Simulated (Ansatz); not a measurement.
Runs of Ansatz 0.2.0 on Eu2O3. It takes space group P-3m1 (No. 164, trigonal). Conventional cell: a = 3.788 Å, b = 3.788 Å, c = 5.821 Å, α = 90.00°, β = 90.00°, γ = 120.00°. Around Eu (site symmetry 3m) lie 7 O at 2.27 to 2.60 Å. Around O (site symmetry 3m) lie 4 Eu at 2.27 to 2.38 Å. O (site symmetry -3m) has 6 Eu at 2.60 Å and 6 O at 2.98 Å as nearest neighbours. Measurements of this composition are mostly on another form, of space group No. 206.

| task | level | spin | cell | cutoff (eV) | points for each segment of the path | gap on the mesh (eV) | pressure (GPa) | moment (μB) | relaxed volume (Å³/atom) | largest force (eV/Å) |
| --- | --- | --- | --- | --- | --- | --- | --- | --- | --- | --- |
| band structure | PBEsol | non-collinear, ferromagnetic start, SOC | as given | 420 | 14 | none | -5.0 | 11.90 | - | 0.31 |
| band structure | LDA | collinear, ferromagnetic start | as given | 420 | 14 | none | -9.2 | 12.00 | - | 0.38 |
| relaxation of cell and atoms | r2SCAN | collinear, ferromagnetic start | relaxed | 500 | - | 0.17 | 0.0 | 12.00 | 14.35 | - |
| relaxation of cell and atoms | LDA | collinear, ferromagnetic start | relaxed | 420 | - | none | 0.0 | 12.00 | 13.54 | - |
| band structure | r2SCAN | collinear, ferromagnetic start | as given | 500 | 14 | (b) | (a) | 12.00 | - | 0.15 |

Alike in all rows: potentials or basis Ansatz PAW; k mesh 8 × 8 × 5; smearing fermi-dirac 0.05 eV.

Problem. Fill in the values left out.

Solution. (a) -1.6; (b) 0.15.

Caveats: without U or exact exchange the open f shell lies at the Fermi level, which spoils levels, moments and volumes; the PAW data sets come from PBE, with cores solved anew for the run's functional, which leaves a small shift of forces and pressure; spin-orbit coupling is left out, which moves the levels of the heavy elements (some runs); the magnetic or orbital state may not be the lowest (some runs); the plane-wave basis is chosen anew once the cell has moved, so the energies of steps on either side of that aren't comparable (some runs); the thresholds are loose for stress (some runs); odd divisions of the mesh miss points on the zone boundary, where band edges often lie, so the gap on the mesh can be too wide (some runs).

A k mesh can miss the band edges, and rows without SOC leave out spin-orbit coupling on Eu.

A gap of «none» marks a metal or a gap under the smearing width.
